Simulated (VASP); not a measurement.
# PbS (Pm-3m) in VASP: a series of runs

Aim: see how the results for PbS move with the level of theory and the settings. Levels: HSE06, PBE, PBE-based screened hybrid. Tasks: single point.

Everything below comes from runs of VASP 6.6.1. Logs are shortened: lines on timing, memory, paths and dates and some standing lists are left out, and cuts for length are marked.

### Step 1. Starting point

Symmetry: Pm-3m, No. 221, cubic system. The conventional cell has a = 3.635 Å, b = 3.635 Å, c = 3.635 Å, α = 90.00°, β = 90.00°, γ = 90.00°. Pb (site symmetry m-3m) has 8 S at 3.15 Å as nearest neighbours. S (site symmetry m-3m) is surrounded by 8 Pb at 3.15 Å.

The cell was built by a generator and needn't be a form met in nature.

### Step 2. Single point, HSE06

The input, POSCAR:

```
PbS
1.0
    3.6351320337      0.0000000000      0.0000000000
    0.0000000000      3.6351320337      0.0000000000
    0.0000000000      0.0000000000      3.6351320337
Pb S
1 1
Direct
    0.0000000000      0.0000000000      0.0000000000
    0.5000000000      0.5000000000      0.5000000000
```

The input, INCAR.step1:

```
SYSTEM = PbS
PREC = Accurate
ENCUT = 520
EDIFF = 1E-5
ISMEAR = -1
SIGMA = 0.02
LREAL = .FALSE.
LASPH = .TRUE.
NELM = 80
ALGO = Normal
ISIF = 2
LWAVE = .TRUE.
LCHARG = .FALSE.
NBANDS = 17
GGA = PE
```

The input, INCAR.step2:

```
SYSTEM = PbS
PREC = Accurate
ENCUT = 520
EDIFF = 1E-7
ISMEAR = -1
SIGMA = 0.02
LREAL = .FALSE.
LASPH = .TRUE.
NELM = 80
ALGO = Normal
ISIF = 2
LWAVE = .FALSE.
LCHARG = .FALSE.
GGA = PE
LHFCALC = .TRUE.
HFSCREEN = 0.2079
PRECFOCK = Normal
NBANDS = 17
ISTART = 1
```

The input, KPOINTS:

```
regular mesh
0
G
  4 4 4
  0 0 0
```

Potentials or basis: VASP PAW PBE potentials, release 64 (Pb_d, S).

Command:

```bash
$ cat potpaw_PBE.64/Pb_d/POTCAR potpaw_PBE.64/S/POTCAR > POTCAR
$ cp INCAR.step1 INCAR
$ mpirun -np 1 vasp_std > vasp.out
$ cp INCAR.step2 INCAR
$ mpirun -np 1 vasp_std > vasp.out
```

OUTCAR:

```text
SYSTEM = PbS
   PREC = Accurate
   ENCUT = 520
   EDIFF = 1E-7
   ISMEAR = -1
   LREAL = .FALSE.
   LASPH = .TRUE.
   NELM = 80
   ISIF = 2
   GGA = PE
   LHFCALC = .TRUE.
   HFSCREEN = 0.2079
   PRECFOCK = Normal
   ISTART = 1

 ion  position               nearest neighbor table
   1  0.000  0.000  0.000-   2 3.15   2 3.15   2 3.15   2 3.15   2 3.15   2 3.15   2 3.15   2 3.15

   2  0.500  0.500  0.500-   1 3.15   1 3.15   1 3.15   1 3.15   1 3.15   1 3.15   1 3.15   1 3.15

  LATTYP: Found a simple cubic cell.
 ALAT       =     3.6351320337

  Lattice vectors:

 A1 = (   3.6351320337,   0.0000000000,   0.0000000000)
 A2 = (   0.0000000000,   3.6351320337,   0.0000000000)
 A3 = (   0.0000000000,   0.0000000000,   3.6351320337)

Analysis of symmetry for initial positions (statically):
=====================================================================
 Subroutine PRICEL returns:
 Original cell was already a primitive cell.

 Routine SETGRP: Setting up the symmetry group for a
 simple cubic supercell.

 Subroutine GETGRP returns: Found 48 space group operations
 (whereof 48 operations were pure point group operations)
 out of a pool of 48 trial point group operations.

The static configuration has the point symmetry O_h .

Analysis of symmetry for dynamics (positions and initial velocities):
=====================================================================
 Subroutine PRICEL returns:
 Original cell was already a primitive cell.

 Routine SETGRP: Setting up the symmetry group for a
 simple cubic supercell.

 Subroutine GETGRP returns: Found 48 space group operations
 (whereof 48 operations were pure point group operations)
 out of a pool of 48 trial point group operations.

The dynamic configuration has the point symmetry O_h .

 Subroutine INISYM returns: Found 48 space group operations
 (whereof 48 operations are pure point group operations),
 and found     1 'primitive' translations

----------------------------------------------------------------------------------------

                                     Primitive cell

  volume of cell :      48.0353

  direct lattice vectors                    reciprocal lattice vectors
     3.635132034  0.000000000  0.000000000     0.275093172  0.000000000  0.000000000
     0.000000000  3.635132034  0.000000000     0.000000000  0.275093172  0.000000000
     0.000000000  0.000000000  3.635132034     0.000000000  0.000000000  0.275093172

  length of vectors
     3.635132034  3.635132034  3.635132034     0.275093172  0.275093172  0.275093172

  position of ions in fractional coordinates (direct lattice)
     0.000000000  0.000000000  0.000000000
     0.500000000  0.500000000  0.500000000

  ion indices of the primitive-cell ions
   primitive index   ion index
                 1           1
                 2           2

----------------------------------------------------------------------------------------

 KPOINTS: regular mesh

Automatic generation of k-mesh.
 Grid dimensions read from file:
 generate k-points for:    4    4    4

 Generating k-lattice:

  Cartesian coordinates                     Fractional coordinates (reciprocal lattice)
     0.068773293  0.000000000  0.000000000     0.250000000  0.000000000  0.000000000
     0.000000000  0.068773293  0.000000000     0.000000000  0.250000000  0.000000000
     0.000000000  0.000000000  0.068773293     0.000000000  0.000000000  0.250000000

  Length of vectors
     0.068773293  0.068773293  0.068773293

  Shift w.r.t. Gamma in fractional coordinates (k-lattice)
     0.000000000  0.000000000  0.000000000

 Subroutine IBZKPT returns following result:
 ===========================================

 Found     10 irreducible k-points:

 Following reciprocal coordinates:
            Coordinates               Weight
  0.000000  0.000000  0.000000      1.000000
  0.250000  0.000000  0.000000      6.000000
  0.500000  0.000000  0.000000      3.000000
  0.250000  0.250000  0.000000     12.000000
  0.500000  0.250000  0.000000     12.000000
  0.500000  0.500000  0.000000      3.000000
  0.250000  0.250000  0.250000      8.000000
  0.500000  0.250000  0.250000     12.000000
  0.500000  0.500000  0.250000      6.000000
  0.500000  0.500000  0.500000      1.000000
   k-points           NKPTS =     10   k-points in BZ     NKDIM =     64   number of bands    NBANDS=     17
   number of dos      NEDOS =    301   number of ions     NIONS =      2
   total plane-waves  NPLWV =  21952
   dimension x,y,z NGX =    28 NGY =   28 NGZ =   28
   dimension x,y,z NGXF=    56 NGYF=   56 NGZF=   56
   ions per type =               1   1
   NGX,Y,Z   is equivalent  to a cutoff of  12.81, 12.81, 12.81 a.u.
   NGXF,Y,Z  is equivalent  to a cutoff of  25.61, 25.61, 25.61 a.u.
 SYSTEM =  PbS
   PREC   = accura    normal or accurate (medium, high low for compatibility)
   ISTART =      1    job   : 0-new  1-cont  2-samecut
   ICHARG =      0    charge: 1-file 2-atom 10-const
   ISPIN  =      1    spin polarized calculation?
   LNONCOLLINEAR =      F non collinear calculations
   LSORBIT =      F    spin-orbit coupling
   LASPH  =      T    aspherical Exc in radial PAW
   ENCUT  =  520.0 eV  38.22 Ry    6.18 a.u.   6.76  6.76  6.76*2*pi/ulx,y,z
   NELM   =     80;   NELMIN=  2; NELMDL=  0     # of ELM steps
   EDIFF  = 0.1E-06   stopping-criterion for ELM
   LREAL  =      F    real-space projection
   EDIFFG = 0.1E-05   stopping-criterion for IOM
   NSW    =      0    number of steps for IOM
   IBRION =     -1    ionic relax: 0-MD 1-quasi-New 2-CG
   NFREE  =      0    steps in history (QN), initial steepest desc. (CG)
   ISIF   =      2    stress and relaxation
   ISYM   =      3    0-nonsym 1-usesym 2-fastsym
   POTIM  = 0.5000    time-step for ionic-motion
   TEBEG  =    0.0;   TEEND  =   0.0 temperature during run
   PSTRESS=    0.0 pullay stress
   NELECT =      20.0000    total number of electrons
   NUPDOWN=      -1.0000    fix difference up-down
   EMIN   =  10.00;   EMAX   =-10.00  energy-range for DOS
   EFERMI =   0.00;   METHOD = LEGACY
   ISMEAR =    -1;   SIGMA  =   0.02  broadening in eV -4-tet -1-fermi 0-gaus
   EFERMI_NEDOS =   21; number of points for ismear=-14 and -15
   IALGO  =     38    algorithm
   IMIX   =      1    mixing-type and parameters
     AMIX     =   0.40;   BMIX     =  1.00
     AMIX_MAG =   1.60;   BMIX_MAG =  1.00
  volume/ion in A,a.u.               =      24.02       162.08
  Fermi-wavevector in a.u.,A,eV,Ry     =   1.222451  2.310097 20.332348  1.494385
  Thomas-Fermi vector in A             =   2.357597
   LORBIT       =      0    0 simple, 1 ext, 2 COOP (PROOUT), +10 PAW based schemes
   GGA     = PE    functional components
   LHFCALC =     T    Hartree Fock is set to
   PRECFOCK=normal    Normal, Fast or Accurate (Low or Medium for compatibility)
   ENCUT4O =  -1.0   cutoff for four orbital integrals eV
   NKREDX  =     1    reduce k-point grid by
   NKREDY  =     1    reduce k-point grid by
   NKREDZ  =     1    reduce k-point grid by
   AEXX    =    0.2500 exact exchange contribution
   HFSCREEN=    0.2079 screening length (either q_TF or 0.3 A-1)
   HFSCREENC=   0.2079 screening length for correlation (either q_TF or 0.3 A-1)
   ENCUTFOCK=  -1.0 apply spherical cutoff to Coloumb kernel
   IVDW    =     0    specifies the selected vdW correction
   LEPSILON=     F    determine dielectric tensor
   LRPA    =     F    only Hartree local field effects (RPA)
 non-spin polarized calculation
  energy-cutoff  :      520.00
  volume of cell :       48.04
 maximum number of plane-waves:      1328
 NGX is ok and might be reduce to    28
  NGX = 24; NGY = 24; NGZ = 24

 number of electron      19.9999994 magnetization

 Free energy of the ion-electron system (eV)
  ---------------------------------------------------
  ext. energy  EPLUGINS =         0.00000000
  ---------------------------------------------------
  free energy    TOTEN  =        -9.77858896 eV

  energy without entropy =       -9.77850259  energy(sigma->0) =       -9.77854578

 E-fermi :   5.8550     XC(G=0):  -8.4846

 val. band max:        5.7417306179   @ k =   0.5000   0.5000   0.5000
 cond. band min:       5.9683137499   @ k =   0.5000   0.0000   0.0000
 fundamental gap:      0.2265831320
 Fermi energy:         5.8550223790

 k-point     1 :       0.0000    0.0000    0.0000
  band No.  band energies     occupation
      1     -12.7547      2.00000
      2     -12.7547      2.00000
      3     -12.5391      2.00000
      4     -12.5391      2.00000
      5     -12.5391      2.00000
      6      -8.7682      2.00000
[... 9 lines left out ...]
     16      19.9354      0.00000
     17      19.9354      0.00000

 k-point     2 :       0.2500    0.0000    0.0000
  band No.  band energies     occupation
      1     -12.7493      2.00000
      2     -12.6722      2.00000
      3     -12.5714      2.00000
      4     -12.5714      2.00000
      5     -12.5360      2.00000
      6      -8.2125      2.00000
[... 9 lines left out ...]
     16      18.1766      0.00000
     17      19.9278      0.00000

 k-point     3 :       0.5000    0.0000    0.0000
  band No.  band energies     occupation
      1     -12.7439      2.00000
      2     -12.6033      2.00000
      3     -12.6033      2.00000
      4     -12.5906      2.00000
      5     -12.5329      2.00000
      6      -7.3562      2.00000
[... 9 lines left out ...]
     16      19.9264      0.00000
     17      21.0972      0.00000

 k-point     4 :       0.2500    0.2500    0.0000
  band No.  band energies     occupation
      1     -12.7076      2.00000
      2     -12.6227      2.00000
      3     -12.6225      2.00000
      4     -12.5685      2.00000
      5     -12.5641      2.00000
      6      -7.6906      2.00000
[... 9 lines left out ...]
     16      17.2009      0.00000
     17      17.4116      0.00000

 k-point     5 :       0.5000    0.2500    0.0000
  band No.  band energies     occupation
      1     -12.6929      2.00000
      2     -12.6720      2.00000
      3     -12.5964      2.00000
      4     -12.5612      2.00000
      5     -12.5460      2.00000
      6      -6.9554      2.00000
[... 9 lines left out ...]
     16      18.0125      0.00000
     17      18.9581      0.00000

 k-point     6 :       0.5000    0.5000    0.0000
  band No.  band energies     occupation
      1     -12.7370      2.00000
      2     -12.6644      2.00000
      3     -12.5893      2.00000
      4     -12.5893      2.00000
      5     -12.4790      2.00000
      6      -6.4828      2.00000
[... 9 lines left out ...]
     16      16.3650      0.00000
     17      16.5298      0.00000

 k-point     7 :       0.2500    0.2500    0.2500
  band No.  band energies     occupation
      1     -12.6257      2.00000
      2     -12.6199      2.00000
      3     -12.6199      2.00000
      4     -12.6009      2.00000
      5     -12.6009      2.00000
      6      -7.2469      2.00000
[... 9 lines left out ...]
     16      17.4666      0.00000
     17      20.5681      0.00000

 k-point     8 :       0.5000    0.2500    0.2500
  band No.  band energies     occupation
      1     -12.6656      2.00000
      2     -12.6405      2.00000
      3     -12.6141      2.00000
      4     -12.5984      2.00000
      5     -12.5288      2.00000
      6      -6.6752      2.00000
[... 9 lines left out ...]
     16      17.5001      0.00000
     17      20.9154      0.00000

 k-point     9 :       0.5000    0.5000    0.2500
  band No.  band energies     occupation
      1     -12.7078      2.00000
      2     -12.6344      2.00000
      3     -12.6344      2.00000
      4     -12.5702      2.00000
      5     -12.4769      2.00000
      6      -6.3579      2.00000
[... 9 lines left out ...]
     16      19.0407      0.00000
     17      21.9790      0.00000

 k-point    10 :       0.5000    0.5000    0.5000
  band No.  band energies     occupation
      1     -12.6786      2.00000
      2     -12.6786      2.00000
      3     -12.6786      2.00000
      4     -12.4749      2.00000
      5     -12.4749      2.00000
      6      -6.2205      2.00000
[... 9 lines left out ...]
     16      21.0677      0.00000
     17      23.8800      0.00000

------------------------ aborting loop because EDIFF is reached ----------------------------------------

  FORCE on cell =-STRESS in cart. coord.  units (eV):
  Direction    XX          YY          ZZ          XY          YZ          ZX
  --------------------------------------------------------------------------------------
  -------------------------------------------------------------------------------------
  Total       -0.5213799     -0.5213799     -0.5213799      0.0000000      0.0000000     -0.0000000
  in kB      -17.3901903    -17.3901903    -17.3901903      0.0000000      0.0000000     -0.0000000
  external PRESSURE =     -17.3901903 kB  Pullay stress =       0.0000000 kB

 VOLUME and BASIS-vectors are now :
 -----------------------------------------------------------------------------
  energy-cutoff  :      520.00
  volume of cell :       48.04
      direct lattice vectors                 reciprocal lattice vectors
     3.635132034  0.000000000  0.000000000     0.275093172  0.000000000  0.000000000
     0.000000000  3.635132034  0.000000000     0.000000000  0.275093172  0.000000000
     0.000000000  0.000000000  3.635132034     0.000000000  0.000000000  0.275093172

 POSITION                                       TOTAL-FORCE (eV/Angst)
 -----------------------------------------------------------------------------------
      0.00000      0.00000      0.00000         0.000000      0.000000      0.000000
      1.81757      1.81757      1.81757         0.000000      0.000000      0.000000
 -----------------------------------------------------------------------------------
    total drift:                               -0.000003     -0.000001     -0.000001

  FREE ENERGIE OF THE ION-ELECTRON SYSTEM (eV)
  ---------------------------------------------------
  free  energy   TOTEN  =        -9.7785889594 eV

  energy  without entropy=       -9.7785025939  energy(sigma->0) =       -9.77854578
```

It took 10 min on 1 thread of Intel Xeon Platinum 8488C (Sapphire Rapids), shared host; peak memory 0.27 GiB.

Results:

```
Free energy            : -9.7786 eV
Pressure               : -1.7 GPa
Band gap on the k mesh : none (metal or under the smearing width)
```

Caveat: the k mesh is coarse (spacing up to 0.43 Å⁻¹), so the values aren't converged, least of all with exact exchange; the PAW data sets were made with another functional, which shifts forces and pressure a little.

(Part 1 of 2 ends here.)
